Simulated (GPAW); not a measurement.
The system is Sr.

```
Sr
1.0
     0.00000    3.04235    3.04235
     3.04235    0.00000    3.04235
     3.04235    3.04235    0.00000
Sr
1
Direct
  0.00000 0.00000 0.00000
```

```yaml
Program: GPAW 26.7.0
Task: single point
Functional: PBEsol
Potentials_or_basis: PAW data sets generated in the run's folder for this functional
Cutoff: 600 eV
Basis: pw
k_mesh: 8 × 8 × 8
Occupations: fermi-dirac, width 0.05 eV
Spin: no spin polarisation
```

On this cell: pressure -0.9 GPa; band gap on the k mesh none (metal or under the smearing width).

The same run follows on a disturbed copy (cell strained at random at fixed volume):

```
CELL_PARAMETERS angstrom
0.06610 3.01958 2.96526
3.13463 0.00753 3.02383
3.12896 3.07248 0.01320
ATOMIC_POSITIONS crystal
Sr 0.99000 0.99567 0.01497
```

Task: What does the disturbed cell give?

Result: The energy (extrapolated to zero smearing) moves by +3.2 meV/atom; pressure -0.8 GPa; band gap on the k mesh none (metal or under the smearing width).

Stress tensor (GPa, compression positive):
```
-0.96 -0.22 -0.27
-0.22 -0.82  0.19
-0.27  0.19 -0.74
```
